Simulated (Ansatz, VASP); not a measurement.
**MgB2: VASP beside Ansatz**

POSCAR

```
MgB2
1.0
    3.1455055572      0.0000000000      0.0000000000
   -1.5727527786      2.7240877203      0.0000000000
    0.0000000000      0.0000000000      3.5920959734
Mg B
1 2
Direct
    0.0000000000      0.0000000000      0.0000000000
    0.6666666667      0.3333333333      0.5000000000
    0.3333333333      0.6666666667      0.5000000000
```

INCAR.step1

```
SYSTEM = MgB2
PREC     = Accurate       ! precision mode
ENCUT    = 520            ! plane-wave cutoff, eV
ISMEAR   = -1             ! smearing method
SIGMA    = 0.05           ! smearing width, eV
LREAL    = .False.        ! projectors in reciprocal space
LASPH    = .True.         ! aspherical terms in the spheres
NELM     = 80             ! most SCF steps
NBANDS   = 11             ! bands
GGA      = PE             ! functional
ALGO     = Normal         ! electronic algorithm
EDIFF    = 1E-4           ! SCF threshold, eV
LWAVE    = .True.         ! write WAVECAR
LCHARG   = .False.        ! write CHGCAR
```

The input INCAR.step2:

```
SYSTEM = MgB2
PREC     = Accurate       ! precision mode
ENCUT    = 520            ! plane-wave cutoff, eV
EDIFF    = 1E-7           ! SCF threshold, eV
ISMEAR   = -1             ! smearing method
SIGMA    = 0.05           ! smearing width, eV
LREAL    = .False.        ! projectors in reciprocal space
LASPH    = .True.         ! aspherical terms in the spheres
NELM     = 80             ! most SCF steps
ALGO     = Normal         ! electronic algorithm
ISIF     = 2              ! what is computed and relaxed
LWAVE    = .False.        ! write WAVECAR
LCHARG   = .False.        ! write CHGCAR
METAGGA  = R2SCAN         ! meta-GGA
LMIXTAU  = .True.       
NBANDS   = 11             ! bands
ISTART   = 1
```

Contents of KPOINTS:

```
Automatic mesh
0
Gamma
  10 10 8
  0 0 0
```

Contents of input.yaml:

```yaml
crystal:
  lattice:
    - [3.1455055572, 0.0, 0.0]
    - [-1.5727527786, 2.7240877203, 0.0]
    - [0.0, 0.0, 3.5920959734]
  atoms:
    - { symbol: Mg, position: [0.0, 0.0, 0.0] }
    - { symbol: B, position: [0.6666666667, 0.3333333333, 0.5] }
    - { symbol: B, position: [0.3333333333, 0.6666666667, 0.5] }
hamiltonian:
  xc: r2scan
  pseudopotentials: { kind: paw }
kpoints:
  mp_grid: { grid: [10, 10, 8] }
scf:
  occupations: { method: fermi_dirac, width: 0.05 }
output:
  forces: true
  stress: true
  eigenvalues: true
```

Alike in both runs: task single point; functional r2SCAN; k mesh 10 × 10 × 8; occupations fermi-dirac, width 0.05 eV; no spin polarisation.

|  | VASP | Ansatz |
| --- | --- | --- |
| version | VASP 6.6.1 | Ansatz 0.2.0 |
| potentials or method | VASP PAW PBE potentials, release 64 (Mg, B) | Ansatz PAW |
| plane-wave cutoff (eV) | 520 | 500 |
| valence electrons in the cell | 8 | 16 |

```csv
,VASP,Ansatz,Ansatz less VASP
gap on the k mesh at the Fermi level (eV),none,none,-
pressure (GPa),-10.3,-9.9,+0.40
largest component of the traceless stress (GPa),1.96,2.18,+0.217
```

A gap of «none» marks a metal or a gap that the smearing closes. With one functional, cell and mesh, what is left measures potentials, basis and numerics. The two sets of potentials don't hold the same shells in valence.

Caveats: the PAW data sets were made with another functional, which shifts forces and pressure a little (VASP); the PAW data sets come from PBE, with cores solved anew for the run's functional, which leaves a small shift of forces and pressure (Ansatz).
